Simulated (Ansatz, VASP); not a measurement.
**Two plane-wave programs on TaN**

INCAR

```
PREC = Accurate
ENCUT = 520
EDIFF = 1E-6
ISMEAR = 0
SIGMA = 0.15
LREAL = False
LASPH = True
NELM = 60
ALGO = Normal
ISIF = 2
LWAVE = False
LCHARG = False
GGA = PS
NBANDS = 15
```

Contents of KPOINTS:

```
Automatic mesh
0
Gamma
  21 21 18
```

The input POSCAR:

```
TaN
1.0
    2.9045168675      0.0000000000      0.0000000000
   -1.4522584337      2.5153853929      0.0000000000
    0.0000000000      0.0000000000      2.9094545461
Ta N
1 1
Direct
    0.3333333333      0.6666666667      0.5000000000
    0.0000000000      0.0000000000      0.0000000000
```

Input for Ansatz:

```yaml
crystal:
  lattice:
    - [2.9045168675, 0.0, 0.0]
    - [-1.4522584337, 2.5153853929, 0.0]
    - [0.0, 0.0, 2.9094545461]
  atoms:
    - { symbol: Ta, position: [0.3333333333, 0.6666666667, 0.5] }
    - { symbol: "N", position: [0.0, 0.0, 0.0] }
basis:
  ecutwfc: 520.0
kpoints:
  mp_grid: { grid: [21, 21, 18] }
hamiltonian:
  xc: pbesol
scf:
  occupations: { method: gaussian, width: 0.15 }
output:
  forces: true
  stress: true
  eigenvalues: true
```

Alike in both runs: task single point; functional PBEsol; k mesh 21 × 21 × 18; occupations gaussian, width 0.15 eV; no spin polarisation.

|  | VASP | Ansatz |
| --- | --- | --- |
| version | VASP 6.6.1 | Ansatz 0.2.0 |
| potentials or method | VASP PAW PBE potentials, release 64 (Ta_pv, N) | scalar-relativistic, plane waves, PAW |
| plane-wave cutoff (eV) | 520 | 520 |
| valence electrons in the cell | 16 | 18 |

```tsv
	VASP	Ansatz	Ansatz less VASP
gap on the k mesh at the Fermi level (eV)	none	none	-
pressure (GPa)	0.4	-0.5	-0.83
largest component of the traceless stress (GPa)	8.56	8.70	+0.133
```

A gap of «none» marks a metal or a gap that the smearing closes. The two sets of potentials don't hold the same shells in valence.

Caveats: the PAW data sets were made with another functional, which shifts forces and pressure a little (VASP). The runs have no spin-orbit coupling, so splittings on Ta are missing.
